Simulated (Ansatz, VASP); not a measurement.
**Eu in VASP and in Ansatz**

INCAR

```
  PREC = Accurate
  ENCUT = 520
  EDIFF = 1E-6
  ISMEAR = -1
  SIGMA = 0.1
  LREAL = F
  LASPH = T
  NELM = 150
  ALGO = Normal
  ISIF = 2
  LWAVE = F
  LCHARG = F
  ISPIN = 2
  MAGMOM = 7
  LORBIT = 11
  LMAXMIX = 6
  GGA = PE
  NBANDS = 18
```

File KPOINTS:

```
Automatic mesh
0
Gamma
  11 11 11
```

Contents of POSCAR:

```
Eu
1.0
    3.2534339428      0.0000000000      0.0000000000
    0.0000000000      3.2534339428      0.0000000000
    0.0000000000      0.0000000000      3.2534339428
Eu
1
Direct
    0.0000000000      0.0000000000      0.0000000000
```

Input for Ansatz:

```yaml
crystal:
  lattice:
    - [3.2534339428, 0.0, 0.0]
    - [0.0, 3.2534339428, 0.0]
    - [0.0, 0.0, 3.2534339428]
  atoms:
    - { symbol: Eu, position: [0.0, 0.0, 0.0], spin: 7.0 }
magnetization:
  spin_polarized: true
kpoints:
  mp_grid: { grid: [11, 11, 11] }
scf:
  occupations: { method: fermi_dirac, width: 0.1 }
hamiltonian:
  xc: pbe
  pseudopotentials: { kind: paw }
output:
  forces: true
  stress: true
  eigenvalues: true
  populations: true
```

Change from the starting cell: volume scaled by 0.8, PAW files.

Alike in both runs: task single point; functional PBE; k mesh 11 × 11 × 11; occupations fermi-dirac, width 0.1 eV; collinear spin.

|  | VASP | Ansatz |
| --- | --- | --- |
| version | VASP 6.6.1 | Ansatz 0.2.0 |
| potentials or method | VASP PAW PBE potentials, release 64 (Eu) | PAW with Ansatz's default frozen-core files, scalar-relativistic |
| plane-wave cutoff (eV) | 520 | 420 |
| valence electrons in the cell | 17 | 17 |

Ansatz gave:

```
pressure (GPa)                                                : 3.3
net moment per atom (μB)                                      : 7.18
size of the moment on the site where the two differ most (μB) : 6.92
```

Problem. What did VASP give for the same quantities?

Solution. Pressure (GPa): 3.1; net moment per atom (μB): 7.18; size of the moment on the site where the two differ most (μB): 6.68.

Site moments also hang on the region over which each program counts them.

Caveats: spin-orbit coupling is left out, which moves the levels of the heavy elements. The state reached can hang on the start; a lower one may exist.
